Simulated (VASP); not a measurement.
This VASP 6.6.1 run on I needs a look.

The input run.py:

```python
from ase.calculators.vasp import Vasp
from ase.dft.bandgap import bandgap
from ase.spacegroup import crystal

atoms = crystal(
    ['I'],
    basis=[[0.0, 0.0, 0.0]],
    spacegroup=69,
    setting=1,
    cellpar=[4.38449093, 4.73120089, 7.81968026, 90.0, 90.0, 90.0],
    primitive_cell=True,
)
calc = Vasp(
    directory='calc',
    xc='b3lyp',
    pp='PBE',
    setups='recommended',
    pp_version='54',
    prec='Accurate',
    encut=40,
    ediff=1e-07,
    ismear=0,
    sigma=0.05,
    lreal=False,
    lasph=True,
    nelm=57,
    algo='Normal',
    isif=2,
    lwave=False,
    lcharg=False,
    lnoncollinear=True,
    lorbit=11,
    lsorbit=True,
    gga_compat=False,
    precfock='Normal',
    hfrcut=-1,
    ivdw=11,
    kpts=[9, 9, 9],
    gamma=True,
    nbands=18,
)
atoms.calc = calc

print('energy (eV):', atoms.get_potential_energy())
print('free energy (eV):', atoms.get_potential_energy(force_consistent=True))
print('forces (eV/A):')
print(atoms.get_forces())
print('stress (eV/A^3, Voigt):', atoms.get_stress())
print('Fermi level (eV):', calc.get_fermi_level())
gap, top, bottom = bandgap(calc)
print('band gap (eV):', gap, 'from (spin, k, band)', top, 'to', bottom)
```

Potentials or basis: VASP PAW PBE potentials, release 54 (I).

Launch:

```console
$ python run.py
```

Output:

```text

```

OUTCAR:

```text
AEXX = 0.200000
   ENCUT = 40.000000
[... 221 lines left out ...]
  free energy    TOTEN  =     -1173.95015102 eV

  energy without entropy =    -1173.94958113  energy(sigma->0) =    -1173.94986607
```

Task: Diagnose the run.

Result: The calculation hadn't finished when its time ran out. The input holds a flaw that was put in on purpose: cutoff typed in rydberg (ENCUT = 40).
